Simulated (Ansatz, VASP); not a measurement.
## MnSi in VASP and in Ansatz

Contents of INCAR:

```
ALGO = Normal
EDIFF = 1E-6
ENCUT = 520
GGA = PE
ISIF = 2
ISMEAR = -1
ISPIN = 2
LASPH = T
LCHARG = F
LMAXMIX = 4
LORBIT = 11
LREAL = F
LWAVE = F
MAGMOM = 4 0
NBANDS = 20
NELM = 150
PREC = Accurate
SIGMA = 0.05
```

KPOINTS

```
k-points
0
Gamma
  15 15 15
```

POSCAR

```
MnSi
1.0
    0.0000000000      2.3740455864      2.4224954964
    2.3740455864      0.0000000000      2.4224954964
    2.3740455864      2.3740455864      0.0000000000
Mn Si
1 1
Direct
    0.0000000000      0.0000000000      0.0000000000
    0.5000000000      0.5000000000      0.5000000000
```

Input for Ansatz:

```yaml
crystal:
  lattice:
    - [0.0, 2.3740455864, 2.4224954964]
    - [2.3740455864, 0.0, 2.4224954964]
    - [2.3740455864, 2.3740455864, 0.0]
  atoms:
    - { symbol: Mn, position: [0.0, 0.0, 0.0], spin: 4.0 }
    - { symbol: Si, position: [0.5, 0.5, 0.5] }
magnetization:
  spin_polarized: true
kpoints:
  mp_grid: { grid: [15, 15, 15] }
scf:
  occupations: { method: fermi_dirac, width: 0.05 }
hamiltonian:
  xc: pbe
  pseudopotentials: { kind: all_electron, lapw: { basis_error: 0.001 } }
output:
  forces: true
  stress: true
  eigenvalues: true
```

Change from the starting cell: x and y stretched by -2 %, z held.

Alike in both runs: task single point; functional PBE; k mesh 15 × 15 × 15; occupations fermi-dirac, width 0.05 eV; collinear spin.

|  | VASP | Ansatz |
| --- | --- | --- |
| version | VASP 6.6.1 | Ansatz 0.2.0 |
| potentials or method | VASP PAW PBE potentials, release 64 (Mn_pv, Si) | all-electron LAPW, scalar-relativistic |
| plane-wave cutoff (eV) | 520 | see its input |

Ansatz gave:

```
pressure (GPa)                                                : 4.7
largest component of the traceless stress (GPa)               : 2.80
net moment per atom (μB)                                      : 1.18
size of the moment on the site where the two differ most (μB) : 2.48
```

Task: Which values does VASP return?

Result: Pressure (GPa): 4.3; largest component of the traceless stress (GPa): 2.76; net moment per atom (μB): 1.17; size of the moment on the site where the two differ most (μB): 2.45.

Site moments also hang on the region over which each program counts them. Ansatz ran all-electron here, so the differences hold the error of VASP's frozen core and of both bases.
